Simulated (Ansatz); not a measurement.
Crystal: TaN.

```
CELL_PARAMETERS angstrom
2.93800 0.00000 0.00000
-1.46900 2.54438 0.00000
0.00000 0.00000 2.88300
ATOMIC_POSITIONS crystal
Ta 0.00000 0.00000 0.50000
N 0.66667 0.33333 0.00000
```

Base run:

- Program: Ansatz 0.2.0
- Functional: r2SCAN
- Potentials or basis: Ansatz PAW
- Cutoff: 500 eV (not typed: the program's choice for these potentials)
- k mesh: 10 × 10 × 9
- Occupations: fermi-dirac, width 0.05 eV
- Spin: no spin polarisation

Its results: band gap on the k mesh none (metal or under the smearing width); pressure -0.2 GPa.

**Question.** The run is repeated on the same cell with these changes: functional from r2SCAN to LDA; cutoff from 500 eV (not typed: the program's choice for these potentials) to 420 eV (not typed: the program's choice for these potentials). What comes out?

**Answer.** Band gap on the k mesh none (metal or under the smearing width); pressure -11.6 GPa.

Caveats: spin-orbit coupling is left out, which moves the levels of the heavy elements; the PAW data sets come from PBE, with cores solved anew for the run's functional, which leaves a small shift of forces and pressure.
